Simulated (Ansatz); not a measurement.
# EuS: a relaxation

This session takes EuS and sets out to relax the bulk.

Program: Ansatz 0.2.0. Level of theory: DFT PBE+U, scalar-relativistic, plane waves, PAW. These are calculated values, not measurements.

It takes space group Fm-3m (No. 225, cubic). Conventional cell: a = 5.957 Å, b = 5.957 Å, c = 5.957 Å, α = 90.00°, β = 90.00°, γ = 90.00°. Eu (site symmetry m-3m) has 6 S at 2.98 Å as nearest neighbours. S (site symmetry m-3m) has 6 Eu at 2.98 Å as nearest neighbours.

As a file:

```cif
data_structure
_symmetry_space_group_name_H-M 'Fm-3m'
_symmetry_Int_Tables_number 225
_cell_length_a 5.9570
_cell_length_b 5.9570
_cell_length_c 5.9570
_cell_angle_alpha 90.000
_cell_angle_beta 90.000
_cell_angle_gamma 90.000
_cell_volume 211.39
loop_
_atom_site_label
_atom_site_type_symbol
_atom_site_symmetry_multiplicity
_atom_site_Wyckoff_symbol
_atom_site_fract_x
_atom_site_fract_y
_atom_site_fract_z
_atom_site_occupancy
Eu1 Eu 4 b 0.50000 0.00000 0.00000 1
S1 S 4 a 0.00000 0.00000 0.00000 1
```

The structure above is the start of the run; the results belong to its end.

| quantity | value |
| --- | --- |
| bulk: relaxed cell (conventional) | a = 5.986 Å, b = 5.986 Å, c = 5.986 Å, α = 90.00°, β = 90.00°, γ = 90.00° |
| bulk: space group (0.01 Å) | Fm-3m (No. 225) |
| bulk: volume | 26.82 Å³/atom |
| bulk: total moment | 7.00 μB/cell |

**Reading.** The bulk cell grew by 1.5 % in volume on relaxing. A measured lattice constant a of EuS is 5.9691 Å (ceramic; “The Influence of Yb Doping and Sintering Conditions on the Magnetocaloric and Mechanical Properties of EuS”, 2022, pmc:9457925); the calculated 5.986 Å misses it by +0.3 %. That is the cell relaxed with PBE+U, without thermal expansion or zero-point motion. The magnetic state reached may not be the lowest one. These runs have no spin-orbit coupling; with Eu it would split and shift bands.

**Question.** Which input and command would start the relaxation behind these results?

A: The one used for the relaxation. It is one of several that fit.

Contents of input.yaml:

```yaml
crystal:
  lattice:
    - [0.0, 2.978501867, 2.978501867]
    - [2.978501867, 0.0, 2.978501867]
    - [2.978501867, 2.978501867, 0.0]
  atoms:
    - { symbol: Eu, position: [0.5, 0.5, 0.5], spin: 7.55 }
    - { symbol: S, position: [0.0, 0.0, 0.0] }
basis:
  ecutwfc: 420
kpoints:
  mp_grid: { grid: [8, 8, 8] }
hamiltonian:
  xc: pbe
  hubbard: { sites: [{ species: Eu, l: f, u_eff: 6.0 }] }
scf:
  occupations: { method: gaussian, width: 0.02 }
  lower_state_search: "off"
output:
  forces: true
  stress: true
  eigenvalues: true
  populations: true
magnetization:
  spin_polarized: true
relax:
  adjacent_minimum: "off"
  f_tol: 0.005
  max_steps: 80
  cell: { stress_tol: 0.05 }
checkpoint:
  read: start.run
  write: ck
  compress: false
  write_wavefunctions: false
  write_every: 100000
```

Run with:

```
$ ansatz run input.yaml --threads 4 --pin off --max-ram 10240MiB --backend cpu --events-out ev --progress --plain --runs-dir out
```
